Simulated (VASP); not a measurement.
## Li2O under changes of volume

One of the cells (7.884 Å³/atom); the others are scaled copies at fixed shape and fractional positions:

```
O Li
1.0
     0.00000    2.27831    2.27831
     2.27831    0.00000    2.27831
     2.27831    2.27831    0.00000
O Li
1 2
Direct
  0.00000 0.00000 0.00000
  0.25000 0.25000 0.25000
  0.75000 0.75000 0.75000
```

The cell comes from a database or a generator and needn't be the stable form of this composition.

- Program: VASP 6.6.1
- Functional: HSE06
- Potentials or basis: VASP PAW PBE potentials, release 64 (O, Li_sv)
- Cutoff: 520 eV
- k mesh: 6 × 6 × 6
- Occupations: gaussian, width 0.02 eV
- Spin: no spin polarisation

```tsv
volume (Å³/atom)	energy over the lowest point (meV/atom)	gap on the mesh (eV)
7.569	6.50	6.78
7.726	2.32	6.73
7.884	?	?
8.042	0.00	6.64
8.199	1.39	6.59
```

Task: What does the run at 7.884 Å³/atom give?

Result: Energy over the lowest point 0.24 meV/atom; gap on the mesh 6.68 eV.

Worked out: A Birch-Murnaghan fit of order 2 (a polynomial in V^(-2/3)) to the other rows has its minimum at 7.98 Å³/atom with B0 = V·E''(V) = 90 GPa. It gives 0.23 meV/atom at 7.884 Å³/atom, against the run's 0.24. A straight line through the other rows of the gap, of slope -2.35 eV per unit of ln V, gives 6.68 eV, against the run's 6.68.

Energies are extrapolated to zero smearing.

Caveats: the cutoff is under 1.25 times the usual one of these potentials, so pressure, stress and relaxed cells hold a basis-set (Pulay) error; the PAW data sets were made with another functional, which shifts forces and pressure a little.

A mesh can miss the band edges.
